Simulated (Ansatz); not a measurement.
**Gd: how the settings move a single-point run**

Question: which choices in the input matter for Gd?

Method: reference: DFT, PBE+U, all-electron LAPW, scalar-relativistic, in Ansatz 0.2.0.

## (1) The starting structure

It takes space group Im-3m (No. 229, cubic). Conventional cell: a = 4.050 Å, b = 4.050 Å, c = 4.050 Å, α = 90.00°, β = 90.00°, γ = 90.00°. Gd (site symmetry m-3m) is surrounded by 8 Gd at 3.51 Å.

Coordinates:

```cif
data_structure
_symmetry_space_group_name_H-M 'Im-3m'
_symmetry_Int_Tables_number 229
_cell_length_a 4.0500
_cell_length_b 4.0500
_cell_length_c 4.0500
_cell_angle_alpha 90.000
_cell_angle_beta 90.000
_cell_angle_gamma 90.000
_cell_volume 66.43
loop_
_atom_site_label
_atom_site_type_symbol
_atom_site_symmetry_multiplicity
_atom_site_Wyckoff_symbol
_atom_site_fract_x
_atom_site_fract_y
_atom_site_fract_z
_atom_site_occupancy
Gd1 Gd 2 a 0.00000 0.00000 0.00000 1
```

## (2) Reference

The input, input.yaml:

```yaml
crystal:
  lattice:
    - [-2.025, 2.025, 2.025]
    - [2.025, -2.025, 2.025]
    - [2.025, 2.025, -2.025]
  atoms:
    - { symbol: Gd, position: [0.0, 0.0, 0.0], spin: 7.0 }
magnetization:
  spin_polarized: true
kpoints:
  mp_grid: { grid: [11, 11, 11] }
scf:
  occupations: { method: fermi_dirac, width: 0.03 }
hamiltonian:
  xc: pbe
  pseudopotentials: { kind: all_electron, lapw: { basis_error: 0.001 } }
  hubbard: { sites: [{ species: Gd, l: f, u_eff: 6 }] }
output:
  forces: true
  stress: true
  eigenvalues: true
  hubbard: { sites: [{ species: Gd, l: f }] }
  populations: true
  dos: { projected: true, de: 0.1, e_range: [-10, 8] }
```

Started as:

```sh
$ ansatz run input.yaml --threads 1 --pin off --max-ram 3072MiB --backend cpu --events-out ev --progress --plain --runs-dir out
```

## (3) Variant: hubbard.double_counting amf

input.yaml, as its differences from that of step 2:

```diff
@@ -16,3 +16,3 @@
   pseudopotentials: { kind: all_electron, lapw: { basis_error: 0.001 } }
-  hubbard: { sites: [{ species: Gd, l: f, u_eff: 6 }] }
+  hubbard: { sites: [{ species: Gd, l: f, u_eff: 6 }], double_counting: amf }
 output:
@@ -23,2 +23 @@
   populations: true
-  dos: { projected: true, de: 0.1, e_range: [-10, 8] }
```

**Question.** What will these runs give? Wanted: for each run, ending; energy change; pressure; abs. moment; force.

As calculated:

```csv
run,ending,energy change,pressure (GPa),abs. moment (μB),force (eV/Å),cycles,time
reference,converged,0,0.4,7.85,0.00,9,17 s
1: hubbard.double_counting amf,converged,-77.8 meV/atom (U changed: no physical gain or loss),0.1,7.64,0.00,16,23 s
```

Times don't compare one to one where runs were asked for different outputs or read a saved state (see the inputs); cycles may leave out searches for a lower state.

Residual by cycle in the longest SCF loop of each run; runs are numbered as in the table. The quantity is the density residual dr2, in eV.

```csv
cycle,reference,run 1
1,0.0232,0.00796
2,0.0156,0.0382
4,8.8e-4,0.00562
5,3.3e-4,0.00529
6,2.8e-5,0.00134
8,8.5e-9,4.5e-5
9,2.3e-9,6.9e-6
11,-,1.0e-6
12,-,3.3e-8
13,-,5.2e-7
15,-,1.2e-8
16,-,2.2e-9
```

What this shows: Changing the Hubbard U moves the energy by -77.8 meV/atom, and the pressure goes from 0.4 to 0.1 GPa and the absolute moment goes from 7.85 to 7.64 μB. The U term adds an energy of its own, so the shift says nothing about which run is better. A changed U is a change of model: its shifts are not errors of convergence.
